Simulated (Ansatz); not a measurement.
# Pt (simple hexagonal type): the cost of one run

Program: Ansatz 0.2.0. Level of theory: DFT PBE, with the methods named in each step. These are calculated values, not measurements.

### Step 1. The structure to begin with

It takes space group P6/mmm (No. 191, hexagonal). The conventional cell has a = 2.688 Å, b = 2.688 Å, c = 2.690 Å, α = 90.00°, β = 90.00°, γ = 120.00°. Pt (site symmetry 6/mmm) is surrounded by 8 Pt at 2.69 Å.

As a file:

```cif
data_structure
_symmetry_space_group_name_H-M 'P6/mmm'
_symmetry_Int_Tables_number 191
_cell_length_a 2.6884
_cell_length_b 2.6884
_cell_length_c 2.6900
_cell_angle_alpha 90.000
_cell_angle_beta 90.000
_cell_angle_gamma 120.000
_cell_volume 16.84
loop_
_atom_site_label
_atom_site_type_symbol
_atom_site_symmetry_multiplicity
_atom_site_Wyckoff_symbol
_atom_site_fract_x
_atom_site_fract_y
_atom_site_fract_z
_atom_site_occupancy
Pt1 Pt 1 a 0.00000 0.00000 0.00000 1
```

The file gives the conventional cell by its symmetry; the runs use the cell typed in the input.

Whether this phase is the stable one at these pressures isn't tested.

### Step 2. The reference volume, LAPW

input.yaml

```yaml
crystal:
  lattice:
    - [2.6883656383, 0.0, 0.0]
    - [-1.3441828192, 2.3281929374, 0.0]
    - [0.0, 0.0, 2.6900108913]
  atoms:
    - { symbol: Pt, position: [0.0, 0.0, 0.0] }
kpoints:
  mp_grid: { grid: [16, 16, 15] }
  band_path:
    path:
      - [0.0, 0.0, 0.0]
      - [0.5, 0.0, 0.0]
      - [0.3333333333, 0.3333333333, 0.0]
      - [0.0, 0.0, 0.0]
      - [0.0, 0.0, 0.5]
      - [0.5, 0.0, 0.5]
      - [0.3333333333, 0.3333333333, 0.5]
      - [0.0, 0.0, 0.5]
      - [0.5, 0.0, 0.5]
    npoints: 14
scf:
  occupations: { method: fermi_dirac, width: 0.08 }
hamiltonian:
  xc: pbe
  pseudopotentials: { kind: all_electron, lapw: { basis_error: 0.001 } }
output:
  forces: true
  stress: true
  eigenvalues: true
  populations: true
  dos: { projected: true, de: 0.2, e_range: [-14, 8] }
```

Launch:

```bash
ansatz run input.yaml --threads 1 --pin off --max-ram 2048MiB --backend cpu --events-out ev --progress --plain --runs-dir out
```

What time and memory should one allow on 1 thread of Arm Neoverse V2, shared host?

About 36 s, with a peak of 0.48 GiB.
